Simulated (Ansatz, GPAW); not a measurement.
# MgS: 3 runs at one level of theory

```
CELL_PARAMETERS angstrom
0.00000 2.60165 2.60165
2.60165 0.00000 2.60165
2.60165 2.60165 0.00000
ATOMIC_POSITIONS crystal
S 0.50000 0.50000 0.50000
Mg 0.00000 0.00000 0.00000
```

Alike in all runs: task band structure; functional PBEsol; dispersion D3(BJ); k mesh 9 × 9 × 9; occupations gaussian, width 0.1 eV; no spin polarisation; no spin-orbit coupling. Pressure is positive in compression and, in plane waves, holds the error of the finite cutoff, which Ansatz's Pulay term estimates and takes out. Gaps are the smaller of the mesh's and the band path's.

```tsv
program and potentials	plane-wave cutoff (eV)	notes	band gap (eV)	pressure (GPa)
Ansatz, Ansatz PAW	420	potentials made for PBE, which Ansatz adapts in part	2.70	-3.74
GPAW, PAW data sets generated for this functional	800	-	2.71	-3.70
Ansatz, all-electron LAPW, scalar-relativistic	-	-	?	?
```

**Question.** Estimate from the other rows what the run with Ansatz, all-electron LAPW, scalar-relativistic gave.

**Answer.** Band gap 2.70 eV; pressure -3.76 GPa. The other rows, which needn't bracket it: band gap 2.70 to 2.71; pressure -3.74 to -3.70.
